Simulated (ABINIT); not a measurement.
# Pd in ABINIT: convergence with smearing width

Input of the first run (smearing width 0.272 eV); the others differ in this setting and in those tied to it:

run.abi

```
pp_dirpath "./"
pseudos "Pd.GGA_PBE-JTH.xml"

acell 3*1.0
rprim
     5.2603645593     0.0000000000     0.0000000000
    -2.6301822796     4.5556093415     0.0000000000
     0.0000000000     0.0000000000     8.7473400302
ntypat 1
znucl 46
natom 2
typat 1 1
xred
     0.3285010000     0.6916820000     0.2409910000
     0.6692900000     0.3439870000     0.7587270000
chkprim 0
chksymtnons 0
tolsym 1.0e-6

ecut 598.650497 eV
pawecutdg 44.0
pawxcdev 0

kptopt 1
ngkpt 8 8 4
nshiftk 1
shiftk 0.0 0.0 0.0

ixc 11

nband 22
occopt 4
tsmear 0.272 eV

nstep 100
tolvrs 1.0e-9

iomode 3
prtwf 0
prtden 0
prteig 0
prtebands 0
enunit 2
```

Potentials or basis: JTH PAW PBE v2.0.

Run with:

```console
$ abinit run.abi > log 2>&1
```

The cell isn't the ideal one: atoms moved at random, drawn with an rms of 0.05 Å.

This isn't the form of Pd at room conditions, which is fcc.

Hardware: 1 thread of Arm Neoverse V1 (shared host).

The values tried are 0.272 eV, 0.2 eV, 0.136 eV, 0.1 eV, 0.05 eV, 0.025 eV, 0.01 eV, loosest first. From which on does the largest force stay within 0.005 eV/Å of the tightest run that finished?

From 0.025 eV on.

```
smearing width  energy less the tightest run (meV/atom)  pressure (GPa)  largest force (eV/Å)  SCF cycles  CPU time (s)  peak memory (GiB)
      0.272 eV                                     1.13           -0.97                 0.679          25           190               0.19
        0.2 eV                                     0.62           -0.96                 0.684          28           210               0.19
      0.136 eV                                     0.14           -0.95                 0.683          25           190               0.19
        0.1 eV                                    -0.09           -0.96                 0.684          24           180               0.19
       0.05 eV                                    -0.31           -0.98                 0.688          23           180               0.19
      0.025 eV                                    -0.10           -1.01                 0.694          23           180               0.19
       0.01 eV                                     0.00           -1.05                 0.696          25           190               0.19
```

Against the tightest run, the energy stays within 1 meV/atom from 0.2 eV on; the pressure stays within 0.1 GPa from 0.1 eV on. Narrower smearing needs a denser k mesh, so at a fixed mesh the narrowest width isn't the most accurate. The tightest run that finished is the yardstick and may itself not be fully converged.
